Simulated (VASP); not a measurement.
Tm:

```
CELL_PARAMETERS angstrom
-1.97055 1.97055 1.97055
1.97055 -1.97055 1.97055
1.97055 1.97055 -1.97055
ATOMIC_POSITIONS crystal
Tm 0.00000 0.00000 0.00000
```

This isn't the form of Tm at room conditions, which is hcp.

| Property | Result |
| --- | --- |
| Program | VASP 6.6.1 |
| Task | relaxation of cell and atoms |
| Functional | PBE |
| Dispersion | D4 |
| Potentials or basis | VASP PAW PBE potentials, release 64 (Tm) |
| Cutoff | 600 eV |
| k mesh | 7 × 7 × 7 |
| Occupations | fermi-dirac, width 0.05 eV |
| Spin | collinear spin, ferromagnetic start |
| Starting moments | [2.0] μB |

At the start: pressure 1.6 GPa; volume 30.61 Å³/atom.

Where does the relaxation end?

Over 3 steps the energy falls by 10.5 meV/atom and the volume is 33.54 Å³/atom (+9.6 %); space group Im-3m (No. 229, to 0.05 Å); moment 1.10 μB per cell.

The path:
| step | energy change (eV) | largest force (eV/Å) | pressure (GPa) | volume (Å³) |
| --- | --- | --- | --- | --- |
| 1 | 0.0000 | 0.0000 | 1.60 | 30.61 |
| 2 | -0.0100 | 0.0000 | 0.80 | 31.98 |
| 3 | -0.0105 | 0.0000 | 0.05 | 33.54 |

Final structure:
```
Tm
1.0
    -2.03151    2.03151    2.03151
     2.03151   -2.03151    2.03151
     2.03151    2.03151   -2.03151
Tm
1
Direct
  0.00000 0.00000 0.00000
```

Caveat: the magnetic or orbital state may not be the lowest; pairwise dispersion overbinds metals, which lowers pressure and volume.
